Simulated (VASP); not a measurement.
# InP (F-43m) in VASP: notebook, part 2 of 2

VASP 6.6.1. The steps go on from the part before.

**4. Single point, BLYP+D3(BJ) (25.78 Å³/atom)**

This run uses another cell than the first one, of 25.78 Å³/atom.

The input, INCAR:

```
SYSTEM = InP
PREC = Accurate
ENCUT = 520
EDIFF = 1E-6
ISMEAR = 0
SIGMA = 0.05
LREAL = .False.
LASPH = .True.
NELM = 100
ALGO = Normal
ISIF = 2
LWAVE = .False.
LCHARG = .False.
GGA = B5
ALDAX = 1.0
AGGAX = 1.0
AGGAC = 1.0
ALDAC = 0.0
IVDW = 12
VDW_S6 = 1.0
VDW_S8 = 2.6996
VDW_A1 = 0.4298
VDW_A2 = 4.2359
NBANDS = 16
```

The input, KPOINTS:

```
Automatic mesh
0
Gamma
  8 8 8
  0 0 0
```

The input, POSCAR:

```
InP
1.0
    0.0000000000      2.9540977049      2.9540977049
    2.9540977049      0.0000000000      2.9540977049
    2.9540977049      2.9540977049      0.0000000000
In P
1 1
Direct
    0.0000000000      0.0000000000      0.0000000000
    0.7500000000      0.7500000000      0.7500000000
```

Potentials or basis: VASP PAW PBE potentials, release 64 (In_d, P).

On the command line:

```sh
> cat potpaw_PBE.64/In_d/POTCAR potpaw_PBE.64/P/POTCAR > POTCAR
> mpirun -np 1 vasp_std > vasp.out
```

OUTCAR:

```text
SYSTEM = InP
   PREC = Accurate
   ENCUT = 520
   EDIFF = 1E-6
   ISMEAR = 0
   LREAL = .False.
   LASPH = .True.
   NELM = 100
   ISIF = 2
   GGA = B5
   IVDW = 12
 IVDW          = 12

 ion  position               nearest neighbor table
   1  0.000  0.000  0.000-   2 2.56   2 2.56   2 2.56   2 2.56
   2  0.750  0.750  0.750-   1 2.56   1 2.56   1 2.56   1 2.56

  LATTYP: Found a face centered cubic cell.
 ALAT       =     5.9081954098

  Lattice vectors:

 A1 = (   0.0000000000,   2.9540977049,   2.9540977049)
 A2 = (   2.9540977049,   0.0000000000,   2.9540977049)
 A3 = (   2.9540977049,   2.9540977049,   0.0000000000)

Analysis of symmetry for initial positions (statically):
=====================================================================
 Subroutine PRICEL returns:
 Original cell was already a primitive cell.

 Routine SETGRP: Setting up the symmetry group for a
 face centered cubic supercell.

 Subroutine GETGRP returns: Found 24 space group operations
 (whereof 24 operations were pure point group operations)
 out of a pool of 48 trial point group operations.

The static configuration has the point symmetry T_d .
[... 160 lines left out ...]

 E-fermi :   5.5934     XC(G=0):  -8.6151

 val. band max:        5.3547539557   @ k =   0.0000   0.0000   0.0000
 cond. band min:       5.8450624407   @ k =   0.0000   0.0000   0.0000
 fundamental gap:      0.4903084850
 Fermi energy:         5.5933920387

 k-point     1 :       0.0000    0.0000    0.0000
  band No.  band energies     occupation
      1      -8.8257      2.00000
      2      -8.8257      2.00000
      3      -8.8257      2.00000
      4      -8.6835      2.00000
      5      -8.6835      2.00000
      6      -6.0007      2.00000
[... 433 lines left out ...]
      3      -8.7627      2.00000
      4      -8.6883      2.00000
      5      -8.6716      2.00000
      6      -4.0741      2.00000
[... 8 lines left out ...]
     15      16.1308      0.00000
     16      16.6777      0.00000

 [... further k-points ...]

------------------------ aborting loop because EDIFF is reached ----------------------------------------

 Edisp (eV)   -1.39240

 E8    (eV) :    -1.0312

  FORCE on cell =-STRESS in cart. coord.  units (eV):
  Direction    XX          YY          ZZ          XY          YZ          ZX
  --------------------------------------------------------------------------------------
  -------------------------------------------------------------------------------------
  Total       0.00805     0.00805     0.00805    -0.00000    -0.00000    -0.00000
  in kB       0.25020     0.25020     0.25020    -0.00000    -0.00000    -0.00000
  external pressure =        0.25 kB  Pullay stress =        0.00 kB

 VOLUME and BASIS-vectors are now :
 -----------------------------------------------------------------------------
  energy-cutoff  :      520.00
  volume of cell :       51.56
      direct lattice vectors                 reciprocal lattice vectors
     0.000000000  2.954097705  2.954097705    -0.169256419  0.169256419  0.169256419
     2.954097705  0.000000000  2.954097705     0.169256419 -0.169256419  0.169256419
     2.954097705  2.954097705  0.000000000     0.169256419  0.169256419 -0.169256419

 POSITION                                       TOTAL-FORCE (eV/Angst)
 -----------------------------------------------------------------------------------
      0.00000      0.00000      0.00000        -0.000000      0.000000      0.000000
      4.43115      4.43115      4.43115         0.000000     -0.000000     -0.000000
 -----------------------------------------------------------------------------------
    total drift:                                0.000000      0.000000      0.000000

  FREE ENERGIE OF THE ION-ELECTRON SYSTEM (eV)
  ---------------------------------------------------
  free  energy   TOTEN  =        -8.4932692973 eV

  energy  without entropy=       -8.4932692973  energy(sigma->0) =       -8.49326930
```

stdout:

```text
POSCAR found type information on POSCAR InP
 POSCAR found :  2 types and       2 ions
 scaLAPACK will be used
 -----------------------------------------------------------------------------
|                                                                             |
|                                                                             |
|     You enforced a specific xc type in the INCAR file but a different       |
|     I HOPE YOU KNOW WHAT YOU ARE DOING!                                     |
|                                                                             |
 -----------------------------------------------------------------------------

 LDA part: xc-table for (Slater(with rela. corr.)+VWN5), standard interpolation
 POSCAR, INCAR and KPOINTS ok, starting setup
 FFT: planning ... GRIDC
 FFT: planning ... GRID_SOFT
 FFT: planning ... GRID
 WAVECAR not read
 entering main loop
```

It took 35 s on 1 thread of Intel Xeon 8259CL, shared host; peak memory 0.19 GiB.

What came out:

```
Free energy                : -8.4933 eV
Pressure                   : 0.0 GPa
Band gap on the k mesh     : 0.49 eV
Dispersion energy per atom : -0.696 eV
```

Caveat: the PAW data sets were made with another functional, which shifts forces and pressure a little; spin-orbit coupling is left out, which moves the levels of the heavy elements.

**5. Single point, BLYP+D3(BJ) (26.30 Å³/atom)**

This run uses another cell than the first one, of 26.30 Å³/atom.

The input, INCAR:

```
PREC = Accurate
ENCUT = 520
EDIFF = 1E-6
ISMEAR = 0
SIGMA = 0.05
LREAL = F
LASPH = T
NELM = 60
ALGO = Normal
ISIF = 2
LWAVE = F
LCHARG = F
GGA = B5
ALDAX = 1.0
AGGAX = 1.0
AGGAC = 1.0
ALDAC = 0.0
IVDW = 12
VDW_S6 = 1.0
VDW_S8 = 2.6996
VDW_A1 = 0.4298
VDW_A2 = 4.2359
NBANDS = 16
```

The input, KPOINTS:

```
regular mesh
0
Gamma
  8 8 8
```

The input, POSCAR:

```
InP
1.0
    0.0000000000      2.9736618360      2.9736618360
    2.9736618360      0.0000000000      2.9736618360
    2.9736618360      2.9736618360      0.0000000000
In P
1 1
Direct
    0.0000000000      0.0000000000      0.0000000000
    0.7500000000      0.7500000000      0.7500000000
```

Potentials or basis: VASP PAW PBE potentials, release 64 (In_d, P).

On the command line:

```sh
> cat potpaw_PBE.64/In_d/POTCAR potpaw_PBE.64/P/POTCAR > POTCAR
> mpirun -np 1 vasp_std > vasp.out
```

OUTCAR:

```text
PREC = Accurate
   ENCUT = 520
   EDIFF = 1E-6
   ISMEAR = 0
   LREAL = F
   LASPH = T
   NELM = 60
   ISIF = 2
   GGA = B5
   IVDW = 12
 IVDW          = 12

 ion  position               nearest neighbor table
   1  0.000  0.000  0.000-   2 2.58   2 2.58   2 2.58   2 2.58
   2  0.750  0.750  0.750-   1 2.58   1 2.58   1 2.58   1 2.58

  LATTYP: Found a face centered cubic cell.
 ALAT       =     5.9473236720

  Lattice vectors:

 A1 = (   0.0000000000,   2.9736618360,   2.9736618360)
[... 641 lines left out ...]

------------------------ aborting loop because EDIFF is reached ----------------------------------------

 Edisp (eV)   -1.36136

 E8    (eV) :    -1.0079

  FORCE on cell =-STRESS in cart. coord.  units (eV):
  Direction    XX          YY          ZZ          XY          YZ          ZX
  --------------------------------------------------------------------------------------
  -------------------------------------------------------------------------------------
  Total      -0.37757    -0.37757    -0.37757     0.00000    -0.00000     0.00000
  in kB     -11.50266   -11.50266   -11.50266     0.00000    -0.00000     0.00000
  external pressure =      -11.50 kB  Pullay stress =        0.00 kB

 VOLUME and BASIS-vectors are now :
 -----------------------------------------------------------------------------
  energy-cutoff  :      520.00
  volume of cell :       52.59
      direct lattice vectors                 reciprocal lattice vectors
     0.000000000  2.973661836  2.973661836    -0.168142858  0.168142858  0.168142858
     2.973661836  0.000000000  2.973661836     0.168142858 -0.168142858  0.168142858
     2.973661836  2.973661836  0.000000000     0.168142858  0.168142858 -0.168142858

 POSITION                                       TOTAL-FORCE (eV/Angst)
 -----------------------------------------------------------------------------------
      0.00000      0.00000      0.00000        -0.000000     -0.000000     -0.000000
      4.46049      4.46049      4.46049         0.000000      0.000000      0.000000
 -----------------------------------------------------------------------------------
    total drift:                                0.000000      0.000000      0.000000

  FREE ENERGIE OF THE ION-ELECTRON SYSTEM (eV)
  ---------------------------------------------------
  free  energy   TOTEN  =        -8.4900211847 eV

  energy  without entropy=       -8.4900211846  energy(sigma->0) =       -8.49002118
```

OSZICAR:

```text
N       E                     dE             d eps       ncg     rms          rms(c)
DAV:   1     0.115607637187E+03    0.11561E+03   -0.83479E+03   944   0.123E+03
DAV:   2     0.333657171435E+00   -0.11527E+03   -0.11024E+03  1024   0.302E+02
DAV:   3    -0.743402643597E+01   -0.77677E+01   -0.77295E+01  1240   0.765E+01
DAV:   4    -0.764163264686E+01   -0.20761E+00   -0.20754E+00  1192   0.135E+01
DAV:   5    -0.765267229810E+01   -0.11040E-01   -0.11039E-01  1408   0.267E+00    0.508E+00
DAV:   6    -0.715101862177E+01    0.50165E+00   -0.89014E-01  1456   0.148E+01    0.284E+00
DAV:   7    -0.712835644207E+01    0.22662E-01   -0.17835E-01  1304   0.305E+00    0.114E+00
DAV:   8    -0.712821694285E+01    0.13950E-03   -0.14590E-02  1120   0.140E+00    0.344E-01
DAV:   9    -0.712859479186E+01   -0.37785E-03   -0.16598E-03  1208   0.509E-01    0.198E-01
DAV:  10    -0.712864260449E+01   -0.47813E-04   -0.19908E-04  1432   0.112E-01    0.125E-01
DAV:  11    -0.712866463989E+01   -0.22035E-04   -0.50541E-05  1056   0.789E-02    0.753E-02
DAV:  12    -0.712866485851E+01   -0.21862E-06   -0.10175E-05  1128   0.359E-02    0.107E-02
DAV:  13    -0.712866485359E+01    0.49188E-08   -0.47941E-07   920   0.443E-03
   1 F= -.84900212E+01 E0= -.84900212E+01  d E =-.121130E-09
```

Run time: 41 s. Hardware: 1 thread of Intel Xeon 8259CL, shared host; peak memory 0.19 GiB.

What came out:

```yaml
Free_energy: -8.4900 eV
Pressure: -1.2 GPa
Band_gap_on_the_k_mesh: 0.38 eV
Dispersion_energy_per_atom: -0.681 eV
```

Levels at points of the mesh, in eV from the valence-band top:
```csv
k point,band 6,band 7,band 8,band 9,band 10,band 11,band 12,band 13
"(0.00, 0.00, 0.00)",-11.23,0.00,0.00,0.00,0.38,4.11,4.11,4.11
"(0.50, 0.00, 0.00)",-9.66,-5.49,-0.90,-0.90,1.38,4.86,4.86,7.12
"(0.50, 0.50, 0.00)",-9.06,-5.58,-2.15,-2.15,1.96,2.33,8.96,9.24
```

Caveat: the PAW data sets were made with another functional, which shifts forces and pressure a little; spin-orbit coupling is left out, which moves the levels of the heavy elements.

**6. Single point, PBE+D4 (26.07 Å³/atom)**

This run uses another cell than the first one, of 26.07 Å³/atom.

The input, INCAR:

```
SYSTEM = InP
PREC = Accurate ; ENCUT = 520
EDIFF = 1E-7 ; ISMEAR = 0
SIGMA = 0.05 ; LREAL = .FALSE.
LASPH = .TRUE. ; NELM = 80
ALGO = Normal ; ISIF = 2
LWAVE = .FALSE. ; LCHARG = .FALSE.
GGA = PE ; IVDW = 13
NBANDS = 16
```

The input, KPOINTS:

```
Automatic mesh
0
G
  8 8 8
  0 0 0
```

The input, POSCAR:

```
InP
1.0
    0.0000000000      2.9651649155      2.9651649155
    2.9651649155      0.0000000000      2.9651649155
    2.9651649155      2.9651649155      0.0000000000
In P
1 1
Direct
    0.0000000000      0.0000000000      0.0000000000
    0.7500000000      0.7500000000      0.7500000000
```

Potentials or basis: VASP PAW PBE potentials, release 64 (In_d, P).

On the command line:

```sh
> cat potpaw_PBE.64/In_d/POTCAR potpaw_PBE.64/P/POTCAR > POTCAR
> mpirun -np 1 vasp_std > vasp.out
```

It took 30 s on 1 thread of Intel Xeon 8259CL, shared host; peak memory 0.18 GiB.

It converged, with:

| Item | Value |
| --- | --- |
| Free energy | -9.0533 eV |
| Pressure | -1.3 GPa |
| Band gap on the k mesh | 0.52 eV |
| Dispersion energy per atom | -0.325 eV |

Levels at points of the mesh, in eV from the valence-band top:
```tsv
k point	band 6	band 7	band 8	band 9	band 10	band 11	band 12	band 13
(0.00, 0.00, 0.00)	-11.28	0.00	0.00	0.00	0.52	4.09	4.09	4.09
(0.50, 0.00, 0.00)	-9.67	-5.55	-0.92	-0.92	1.41	4.81	4.81	7.03
(0.50, 0.50, 0.00)	-9.06	-5.60	-2.20	-2.20	1.82	2.27	9.00	9.36
```

Caveat: spin-orbit coupling is left out, which moves the levels of the heavy elements. Expect the measured gap to be larger: semilocal functionals such as PBE lack the derivative discontinuity.

**7. Summary**

```tsv
level	cell	gap on the mesh (eV)	pressure (GPa)
revPBE+D4	a = 4.160 Å, angles 60.0°, 2 atoms	0.75	-0.1
revPBE+D4	a = 4.132 Å, angles 60.0°, 2 atoms	0.86	1.3
BLYP+D3(BJ)	a = 4.178 Å, angles 60.0°, 2 atoms	0.49	0.0
BLYP+D3(BJ)	a = 4.205 Å, angles 60.0°, 2 atoms	0.38	-1.2
PBE+D4	a = 4.193 Å, angles 60.0°, 2 atoms	0.52	-1.3
```

Alike in all rows: task single point; potentials or basis VASP PAW PBE potentials, release 64 (In_d, P); no spin polarisation; k mesh 8 × 8 × 8; cutoff (eV) 520; smearing gaussian 0.05 eV.

Caveats: spin-orbit coupling is left out, which moves the levels of the heavy elements; the PAW data sets were made with another functional, which shifts forces and pressure a little (at least some runs).

Total energies depend on the potentials used, so only differences within one code and one set of settings carry meaning.

**8. How close it comes**

Step 2. Measured gap of InP: 1.4236 eV (direct; 1.6 K; a printed reference work, data compilation). This calculation gives 0.75 eV (-0.67 eV). Spin-orbit coupling on In is left out. The value is that of revPBE+D4, without temperature or zero-point motion. Semilocal functionals fall short of measured gaps as a rule.

Step 4. Against the measured gap of InP, 1.4236 eV (direct; 1.6 K; a printed reference work, data compilation), the calculated 0.49 eV is off by -0.93 eV. Spin-orbit coupling on In is left out. The value is that of BLYP+D3(BJ), without temperature or zero-point motion. Semilocal functionals fall short of measured gaps as a rule.
